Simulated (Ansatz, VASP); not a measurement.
**Two plane-wave programs on NaH**

File INCAR:

```
ALGO     = Normal         # electronic algorithm
EDIFF    = 1E-7           # SCF threshold, eV
ENCUT    = 520            # plane-wave cutoff, eV
GGA      = PE             # functional
ISIF     = 2              # what is computed and relaxed
ISMEAR   = 0              # smearing method
LASPH    = True           # aspherical terms in the spheres
LCHARG   = False          # write CHGCAR
LREAL    = False          # projectors in reciprocal space
LWAVE    = False          # write WAVECAR
NBANDS   = 11             # bands
NELM     = 60             # most SCF steps
PREC     = Accurate       # precision mode
SIGMA    = 0.05           # smearing width, eV
```

The input KPOINTS:

```
k-points
0
Gamma
  8 8 8
```

POSCAR

```
NaH
1.0
    0.0000000000      2.4400000000      2.4400000000
    2.4400000000      0.0000000000      2.4400000000
    2.4400000000      2.4400000000      0.0000000000
Na H
1 1
Direct
    0.0614754098      0.0614754098     -0.0614754098
    0.5000000000      0.5000000000      0.5000000000
```

Input for Ansatz:

```yaml
crystal:
  lattice:
    - [0.0, 2.44, 2.44]
    - [2.44, 0.0, 2.44]
    - [2.44, 2.44, 0.0]
  atoms:
    - { symbol: Na, position: [0.0614754098, 0.0614754098, -0.0614754098] }
    - { symbol: H, position: [0.5, 0.5, 0.5] }
basis:
  ecutwfc: 420
kpoints:
  mp_grid: { grid: [8, 8, 8] }
hamiltonian:
  xc: pbe
scf:
  occupations: { method: gaussian, width: 0.05 }
output:
  forces: true
  stress: true
  eigenvalues: true
```

Change from the starting cell: all Na atoms moved -0.300 Å, as atom 1 towards its neighbour atom 2 (H) at 2.440 Å.

Alike in both runs: task single point; functional PBE; k mesh 8 × 8 × 8; occupations gaussian, width 0.05 eV; no spin polarisation.

```csv
,VASP,Ansatz
version,VASP 6.6.1,Ansatz 0.2.0
potentials or method,"VASP PAW PBE potentials, release 64 (Na_pv, H)","scalar-relativistic, plane waves, PAW"
plane-wave cutoff (eV),520,420
valence electrons in the cell,8,10
```

VASP gave:

```
gap on the k mesh at the Fermi level (eV)       : 3.69
least direct gap on the mesh (eV)               : 4.55
pressure (GPa)                                  : 0.1
largest component of the traceless stress (GPa) : 1.87
rms of the force components (eV/Å)              : 0.186
```

Task: What did Ansatz give for the same quantities?

Result: gap on the k mesh at the Fermi level (eV): 3.70; least direct gap on the mesh (eV): 4.55; pressure (GPa): 0.1; largest component of the traceless stress (GPa): 1.85; rms of the force components (eV/Å): 0.184.

Atom by atom the forces differ by 0.002 eV/Å (rms over components). With one functional, cell and mesh, what is left measures potentials, basis and numerics. The two sets of potentials don't hold the same shells in valence.

A k mesh can miss the band edges.
